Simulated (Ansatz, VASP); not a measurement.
# TaN: VASP beside Ansatz

```xyz
4
Lattice="2.8904 0.0000 0.0000 -1.4452 2.5031 0.0000 0.0000 0.0000 5.8535" Properties=species:S:1:pos:R:3 pbc="T T T"
Ta    0.0000    0.0000    0.0000
Ta    0.0000    0.0000    2.9268
N     0.0000    1.6687    1.4634
N     1.4452    0.8344    4.3901
```

Alike in both runs: functional PBEsol; k mesh 6 × 6 × 4; occupations gaussian, width 0.1 eV; no spin polarisation.

Ansatz relaxed the structure, and its values are those at the end. VASP's run is a single point on that final structure, the one shown.

|  | VASP | Ansatz |
| --- | --- | --- |
| version | VASP 6.6.1 | Ansatz 0.2.0 |
| potentials or method | VASP PAW PBE potentials, release 64 (Ta_pv, N) | scalar-relativistic, plane waves, PAW |
| plane-wave cutoff (eV) | 520 | 420 |
| valence electrons in the cell | 32 | 36 |

Ansatz gave:

```
gap on the k mesh at the Fermi level (eV) : none
pressure (GPa)                            : 0.1
```

Estimate VASP's values.

gap on the k mesh at the Fermi level (eV): none; pressure (GPa): 1.0.

A gap of «none» marks a metal or a gap that the smearing closes. The two sets of potentials don't hold the same shells in valence.

Caveats: the k mesh is coarse (spacing up to 0.42 Å⁻¹), so the values aren't converged; the PAW data sets were made with another functional, which shifts forces and pressure a little (VASP). The runs have no spin-orbit coupling, so splittings on Ta are missing.
